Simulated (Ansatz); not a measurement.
Is this ZnO structure stable?

It was relaxed at this level from a measured cell (COD).

The calculation used DFT PBE, scalar-relativistic, plane waves, PAW (Ansatz). Settings of the last relaxation (4-atom cell): 420 eV, 12×12×6 k points, Gaussian smearing of 0.02 eV, no spin polarisation.

```cif
data_structure
_symmetry_space_group_name_H-M 'P 1'
_symmetry_Int_Tables_number 1
_cell_length_a 3.2795
_cell_length_b 3.2795
_cell_length_c 5.2929
_cell_angle_alpha 90.000
_cell_angle_beta 90.000
_cell_angle_gamma 120.000
_cell_volume 49.30
loop_
_atom_site_label
_atom_site_type_symbol
_atom_site_fract_x
_atom_site_fract_y
_atom_site_fract_z
_atom_site_occupancy
Zn1 Zn 0.33333 0.66667 0.00149 1
Zn2 Zn 0.66667 0.33333 0.50149 1
O1 O 0.33333 0.66667 0.38061 1
O2 O 0.66667 0.33333 0.88061 1
```

The zero of energy is the elements' standard structures at the same level (O₂ as a molecule); no fitted shifts are applied.

Question: These tests were run: energy against the elements; random kick, then relaxation without symmetry; phonons on a 3×3×1 q mesh. What do they show?

Answer:

| test | result |
| --- | --- |
| energy against the elements | −1.424 eV/atom |
| random kick, then relaxation without symmetry | returns |
| phonons on a 3×3×1 q mesh | no imaginary mode on the mesh |

It fails none of these tests. Competing phases weren't compared here.

The kick test ran on a coarse mesh. The run for the phonons used a 12×12×6 k mesh.
